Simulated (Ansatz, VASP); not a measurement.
## One calculation of Al, two programs

INCAR

```
SYSTEM = Al
  PREC = Accurate
  ENCUT = 520
  EDIFF = 1E-6
  ISMEAR = 1
  SIGMA = 0.1
  LREAL = .False.
  LASPH = .True.
  NELM = 100
  ALGO = Fast
  ISIF = 2
  LWAVE = .False.
  LCHARG = .True.
  LDIPOL = .True.
  IDIPOL = 3
  DIPOL = 0.5 0.5 0.665
  GGA = CA
  LELF = .True.
  LVHAR = .True.
  LVACPOTAV = .True.
  NBANDS = 14
```

KPOINTS

```
Automatic mesh
0
Gamma
  15 15 1
  0 0 0
```

File POSCAR:

```
Al
1.0
    2.8621935680      0.0000000000      0.0000000000
   -1.4310967840      2.4787323405      0.0000000000
    0.0000000000      0.0000000000     28.2961272063
Al
4
Direct
    0.6666666667      0.3333333333      0.5433432330
    0.3333333333      0.6666666667      0.6243667234
    0.0000000000      1.0000000000      0.7055028979
    0.6666666667      0.3333333333      0.7875249630
```

Input for Ansatz:

```yaml
crystal:
  lattice:
    - [2.862193568, 0.0, 0.0]
    - [-1.431096784, 2.4787323405, 0.0]
    - [0.0, 0.0, 28.2961272063]
  atoms:
    - { symbol: Al, position: [0.6666666667, 0.3333333333, 0.543343233] }
    - { symbol: Al, position: [0.3333333333, 0.6666666667, 0.6243667234] }
    - { symbol: Al, position: [0.0, 1.0, 0.7055028979] }
    - { symbol: Al, position: [0.6666666667, 0.3333333333, 0.787524963] }
basis:
  ecutwfc: 420
kpoints:
  mp_grid: { grid: [15, 15, 1] }
hamiltonian:
  xc: lda
  pseudopotentials: { kind: paw, azcp: { folder: soft_1 } }
scf:
  occupations: { method: methfessel_paxton, width: 0.1 }
  n_extra_bands: 7
  max_iter: 160
output:
  forces: true
  eigenvalues: true
  write_density: true
  write_potential: true
  elf: true
  volumetric_format: npy
efield:
  axis: 3
  dipole_correction: true
```

Alike in both runs: task single point; functional LDA; k mesh 15 × 15 × 1; occupations methfessel-paxton of order 1, width 0.1 eV; no spin polarisation.

|  | VASP | Ansatz |
| --- | --- | --- |
| version | VASP 6.6.1 | Ansatz 0.2.0 |
| potentials or method | VASP PAW LDA potentials, release 64 (Al) | scalar-relativistic, plane waves, PAW |
| plane-wave cutoff (eV) | 520 | 420 |
| valence electrons in the cell | 12 | 12 |

|  | VASP | Ansatz | Ansatz less VASP |
| --- | --- | --- | --- |
| gap on the k mesh at the Fermi level (eV) | none | none | - |
| rms of the force components (eV/Å) | 0.034 | 0.034 | +0.0002 |

Atom by atom the forces differ by 0.002 eV/Å (rms over components). A gap of «none» marks a metal or a gap that the smearing closes. Ansatz warned: «pseudo_functional_mismatch».
